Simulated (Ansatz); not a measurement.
BaSnO3 (cubic perovskite)

```xyz
5
Lattice="4.1313 0.0000 0.0000 0.0000 4.1313 0.0000 0.0000 0.0000 4.1313" Properties=species:S:1:pos:R:3 pbc="T T T"
Ba     0.0000     0.0000     0.0000
Sn     2.0656     2.0656     2.0656
O      0.0000     2.0656     2.0656
O      2.0656     2.0656     0.0000
O      2.0656     0.0000     2.0656
```

In each cell atom 2 (Sn, nearest neighbour O at 2.066 Å; its periodic images, 4.1 Å or more away, move with it) moves by s·(1.000, 0.000, 0.000) (along Cartesian x), the rest being held.

Computed with r2SCAN (plane waves to 500 eV, PAW, scalar-relativistic; Ansatz, a first-principles code). k mesh 7×7×7 (Γ-centred), Fermi-Dirac smearing 0.05 eV. Energies are smeared free energies. Left out: 2 of 11 points, with atoms too close for the PAW data. BaSnO3 was relaxed with its symmetry unable to fall. ΔE is measured from the undisplaced structure.

Successive frames, forces in eV/Å:

| frame | ΔE (eV/cell) | F on Ba1 | F on Sn2 | F on O3 | F on O4 | F on O5 |
|---|---|---|---|---|---|---|
| s = -0.124 Å | 0.143 | (-0.429, 0.000, 0.000) | (2.421, 0.000, 0.000) | (-1.842, 0.000, 0.000) | (-0.075, 0.000, 0.000) | (-0.075, 0.000, 0.000) |
| s = 0.000 Å | 0.000 | (0.000, 0.000, 0.000) | (0.000, 0.000, 0.000) | (0.000, 0.000, 0.000) | (0.000, 0.000, 0.000) | (0.000, 0.000, 0.000) |
| s = 0.124 Å | 0.143 | (0.429, 0.000, 0.000) | (-2.421, 0.000, 0.000) | (1.842, 0.000, 0.000) | (0.075, 0.000, 0.000) | (0.075, 0.000, 0.000) |
| s = 0.248 Å | 0.657 | (0.853, 0.000, 0.000) | (-6.234, 0.000, 0.000) | (5.009, 0.000, 0.000) | (0.186, 0.000, 0.000) | (0.186, 0.000, 0.000) |

Q: What are the energy and the forces in the next frame, s = 0.372 Å?

A: ΔE (eV/cell) = 1.816.

```csv
atom,Fx,Fy,Fz
Ba1,1.264,0.000,0.000
Sn2,-13.136,0.000,0.000
O3,11.159,0.000,0.000
O4,0.357,0.000,0.000
O5,0.357,0.000,0.000
```

(A displaced cell: forces are minus the slopes of the energy, force constants its curvatures, and phonons follow from these.)
